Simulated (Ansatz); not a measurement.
# Rh (fcc type): the cost of one run

Program: Ansatz 0.2.0. Level of theory: DFT, PBE, PAW with Ansatz's default frozen-core files, scalar-relativistic. These are calculated values, not measurements.

### 1 The system as given

The structure is cubic, space group Fm-3m (No. 225). The conventional cell has a = 3.830 Å, b = 3.830 Å, c = 3.830 Å, α = 90.00°, β = 90.00°, γ = 90.00°. Rh (site symmetry m-3m) has 12 Rh at 2.71 Å in its first shell of neighbours.

Coordinates:

```xyz
1
Lattice="0.0000 1.9152 1.9152 1.9152 0.0000 1.9152 1.9152 1.9152 0.0000" Properties=species:S:1:pos:R:3 pbc="T T T"
Rh    0.0000    0.0000    0.0000
```

### 2 Cell relaxed at zero pressure, PAW

File input.yaml:

```yaml
crystal:
  lattice:
    - [0.0, 1.9152057761, 1.9152057761]
    - [1.9152057761, 0.0, 1.9152057761]
    - [1.9152057761, 1.9152057761, 0.0]
  atoms:
    - { symbol: Rh, position: [0.0, 0.0, 0.0] }
kpoints:
  mp_grid: { grid: [18, 18, 18] }
scf:
  occupations: { method: fermi_dirac, width: 0.05 }
hamiltonian:
  xc: pbe
  pseudopotentials: { kind: paw }
output:
  forces: true
  stress: true
  write_density: true
  write_potential: true
  elf: true
  volumetric_format: npy
relax:
  f_tol: 0.005
  max_steps: 40
  cell: {}
```

On the command line:

```console
ansatz run input.yaml --threads 1 --pin off --max-ram 3584MiB --backend cpu --events-out ev --progress --plain --runs-dir out
```

**Question.** How long does this run take on 1 thread of Arm Neoverse V1, shared host, and how much memory does it need?

About 6.1 s, with a peak of 0.31 GiB.
